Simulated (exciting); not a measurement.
# Tl (Fm-3m) in exciting: runs at scaled volumes

Single points of Tl at other volumes, in PBE.

Program: exciting (release sodium). These are calculated values, not measurements. Logs are shortened: lines on timing, memory, paths and dates and some standing lists are left out, and cuts for length are marked.

## 1. The crystal as given

It takes space group Fm-3m (No. 225, cubic). Conventional cell: a = 4.933 Å, b = 4.933 Å, c = 4.933 Å, α = 90.00°, β = 90.00°, γ = 90.00°. Tl (site symmetry m-3m) is surrounded by 12 Tl at 3.49 Å.

This isn't the form of Tl at room conditions, which is hcp.

## 2. Equation of state, PBE, 28.20 Å³/atom (volume scaled by 0.94)

Contents of input.xml:

```xml
<input>
  <title>Tl</title>
  <structure speciespath="./" tshift="false">
    <crystal scale="1">
      <basevect>0.000000000000 4.565566244014 4.565566244014</basevect>
      <basevect>4.565566244014 0.000000000000 4.565566244014</basevect>
      <basevect>4.565566244014 4.565566244014 0.000000000000</basevect>
    </crystal>
    <species speciesfile="Tl.xml" rmt="2.29">
      <atom coord="0.000000000000 0.000000000000 0.000000000000"/>
    </species>
  </structure>
  <groundstate do="fromscratch" ngridk="9 9 9" rgkmax="7.5" gmaxvr="14" lmaxapw="10" lmaxmat="10" lmaxvr="8" xctype="GGA_PBE" stype="Fermi Dirac" swidth="0.00183747" nempty="8" ValenceRelativity="iora*" epsengy="1e-06" epspot="1e-06" maxscl="80" outputlevel="normal"/>
</input>
```

Potentials or basis: all-electron LAPW+lo, shipped species files, valence relativity iora*.

Command:

```sh
$ OMP_NUM_THREADS=1 exciting_smp
```

INFO.OUT:

```text
================================================================================
EXCITING SODIUM started
[... 10 lines left out ...]

 Lattice vectors (cartesian) :
      0.0000000000      4.5655662440      4.5655662440
      4.5655662440      0.0000000000      4.5655662440
      4.5655662440      4.5655662440      0.0000000000

 Reciprocal lattice vectors (cartesian) :
     -0.6881058089      0.6881058089      0.6881058089
      0.6881058089     -0.6881058089      0.6881058089
      0.6881058089      0.6881058089     -0.6881058089

 Unit cell volume                           :     190.3329335510
 Brillouin zone volume                      :       1.3032437887

 Species :    1 (Tl)
     parameters loaded from                 :    Tl.xml
     name                                   :    thallium
     nuclear charge                         :     -81.00000000
     electronic charge                      :      81.00000000
     atomic mass                            :  372567.96410000
     muffin-tin radius                      :       2.29000000
     # of radial points in muffin-tin       :     450

     atomic positions (lattice) :
[... 7 lines left out ...]
 Number of crystal symmetries               :      48

 k-point grid                               :       9    9    9
 Total number of k-points                   :      35
 k-point set is reduced with crystal symmetries

 R^MT_min * |G+k|_max (rgkmax)              :       7.50000000
 Species with R^MT_min                      :       1 (Tl)
 Maximum |G+k| for APW functions            :       3.27510917
 Maximum |G| for potential and density      :      14.00000000

 G-vector grid sizes                        :      30    30    30
 Total number of G-vectors                  :    8801

 Maximum angular momentum used for
     APW functions                          :      10
     computing H and O matrix elements      :      10
     potential and density                  :       8
     inner part of muffin-tin               :       2

 Total nuclear charge                       :     -81.00000000
 Total electronic charge                    :      81.00000000
 Total core charge                          :      62.00000000
 Total valence charge                       :      19.00000000

 Number of empty states                     :       8
 Total number of valence states             :      18

 Maximum Hamiltonian size                   :     138
 Maximum number of plane-waves              :     121
 Total number of local-orbitals             :      17

 Exchange-correlation type                  :      20
[... 23 lines left out ...]
+ SCF iteration number :    1                                                  +
++++++++++++++++++++++++++++++++++++++++++++++++++++++++++++++++++++++++++++++++
 Total energy                               :    -20280.48115692
 _______________________________________________________________
 Fermi energy                               :         0.28070193
 Kinetic energy                             :     23521.20008579
 Coulomb energy                             :    -43419.78433170
 Exchange energy                            :      -376.91545200
 Correlation energy                         :        -4.98145900

 DOS at Fermi energy (states/Ha/cell)       :        18.59182380

 Electron charges :
     core                                   :        62.00000000
     core leakage                           :         0.00078048
     valence                                :        19.00000000
     interstitial                           :         2.69954717
     charge in muffin-tin spheres :
                  atom     1    Tl          :        78.30045283
     total charge in muffin-tins            :        78.30045283
     total charge                           :        81.00000000

++++++++++++++++++++++++++++++++++++++++++++++++++++++++++++++++++++++++++++++++
+ SCF iteration number :    2                                                  +
++++++++++++++++++++++++++++++++++++++++++++++++++++++++++++++++++++++++++++++++
 Total energy                               :    -20284.55905079
 _______________________________________________________________
 Fermi energy                               :         0.27238740
 Kinetic energy                             :     23518.38915759
 Coulomb energy                             :    -43420.99522482
 Exchange energy                            :      -376.97091001
 Correlation energy                         :        -4.98207355

 DOS at Fermi energy (states/Ha/cell)       :        18.39408199

 Electron charges :
     core                                   :        62.00000000
     core leakage                           :         0.00077059
     valence                                :        19.00000000
     interstitial                           :         2.68027893
     charge in muffin-tin spheres :
                  atom     1    Tl          :        78.31972107
     total charge in muffin-tins            :        78.31972107
     total charge                           :        81.00000000

 RMS change in effective potential (target) :  0.824898E-01  ( 0.100000E-05)
 Absolute change in total energy   (target) :   4.07789      ( 0.100000E-05)
 Charge distance                   (target) :  0.716580E-03  ( 0.100000E-04)

++++++++++++++++++++++++++++++++++++++++++++++++++++++++++++++++++++++++++++++++
+ SCF iteration number :    3                                                  +
++++++++++++++++++++++++++++++++++++++++++++++++++++++++++++++++++++++++++++++++
 Total energy                               :    -20286.54152962
 _______________________________________________________________
 Fermi energy                               :         0.26573879
 Kinetic energy                             :     23516.84974353
 Coulomb energy                             :    -43421.41474034
 Exchange energy                            :      -376.99418471
 Correlation energy                         :        -4.98234810

 DOS at Fermi energy (states/Ha/cell)       :        18.26933853

 Electron charges :
     core                                   :        62.00000000
     core leakage                           :         0.00076571
     valence                                :        19.00000000
     interstitial                           :         2.67089282
     charge in muffin-tin spheres :
                  atom     1    Tl          :        78.32910718
     total charge in muffin-tins            :        78.32910718
     total charge                           :        81.00000000
[... 275 lines left out ...]
++++++++++++++++++++++++++++++++++++++++++++++++++++++++++++++++++++++++++++++++
+ SCF iteration number :   14                                                  +
++++++++++++++++++++++++++++++++++++++++++++++++++++++++++++++++++++++++++++++++
 Total energy                               :    -20288.55508031
 _______________________________________________________________
 Fermi energy                               :         0.24807032
 Kinetic energy                             :     23514.71965507
 Coulomb energy                             :    -43421.28964742
 Exchange energy                            :      -377.00261963
 Correlation energy                         :        -4.98246832

 DOS at Fermi energy (states/Ha/cell)       :        18.07183461

 Electron charges :
     core                                   :        62.00000000
     core leakage                           :         0.00076092
     valence                                :        19.00000000
     interstitial                           :         2.66401863
     charge in muffin-tin spheres :
                  atom     1    Tl          :        78.33598137
     total charge in muffin-tins            :        78.33598137
     total charge                           :        81.00000000

 RMS change in effective potential (target) :  0.179455E-09  ( 0.100000E-05)
 Absolute change in total energy   (target) :  0.817632E-06  ( 0.100000E-05)
 Charge distance                   (target) :  0.264878E-09  ( 0.100000E-04)

++++++++++++++++++++++++++++++++++++++++++++++++++++++++++++++++++++++++++++++++
+ SCF iteration number :   15                                                  +
++++++++++++++++++++++++++++++++++++++++++++++++++++++++++++++++++++++++++++++++
 Total energy                               :    -20288.55507980
 _______________________________________________________________
 Fermi energy                               :         0.24807032
 Kinetic energy                             :     23514.71965532
 Coulomb energy                             :    -43421.28964718
 Exchange energy                            :      -377.00261962
 Correlation energy                         :        -4.98246832

 DOS at Fermi energy (states/Ha/cell)       :        18.07183450

 Electron charges :
     core                                   :        62.00000000
     core leakage                           :         0.00076092
     valence                                :        19.00000000
     interstitial                           :         2.66401863
     charge in muffin-tin spheres :
                  atom     1    Tl          :        78.33598137
     total charge in muffin-tins            :        78.33598137
     total charge                           :        81.00000000

 RMS change in effective potential (target) :  0.191222E-08  ( 0.100000E-05)
 Absolute change in total energy   (target) :  0.504402E-06  ( 0.100000E-05)
 Charge distance                   (target) :  0.240782E-09  ( 0.100000E-04)

++++++++++++++++++++++++++++++++++++++++++++++++++++++++++++++++++++++++++++++++
| Convergency criteria checked for the last 2 iterations                       +
| Convergence targets achieved. Performing final SCF iteration                 +
++++++++++++++++++++++++++++++++++++++++++++++++++++++++++++++++++++++++++++++++
 Total energy                               :    -20288.55508026
 _______________________________________________________________
 Fermi energy                               :         0.24807032
 Kinetic energy                             :     23514.71965508
 Coulomb energy                             :    -43421.28964739
 Exchange energy                            :      -377.00261963
 Correlation energy                         :        -4.98246832

 DOS at Fermi energy (states/Ha/cell)       :        18.07183469

 Electron charges :
     core                                   :        62.00000000
     core leakage                           :         0.00076092
     valence                                :        19.00000000
     interstitial                           :         2.66401863
     charge in muffin-tin spheres :
                  atom     1    Tl          :        78.33598137
     total charge in muffin-tins            :        78.33598137
     total charge                           :        81.00000000

++++++++++++++++++++++++++++++++++++++++++++++++++++++++++++++++++++++++++++++++
[... 12 lines left out ...]
| EXCITING SODIUM stopped                                                      =
================================================================================
```

Wall time 14 s (1 thread of AMD EPYC 9R45 (Zen 5), shared host); peak memory 0.11 GiB.

Results:

```yaml
Free_energy: -552079.7141 eV
Band_gap_on_the_k_mesh: none (metal or under the smearing width)
All_electrons_inside_the_program's_atomic_spheres: Tl 78.34 (radii Tl 2.29 bohr)
```

Caveat: rgkmax is low for these elements, so energy differences scatter by about 1 meV per atom; the log's total energy holds no entropy term; the free energy is that total less TS from the occupations.

[end of part 1 of 2]
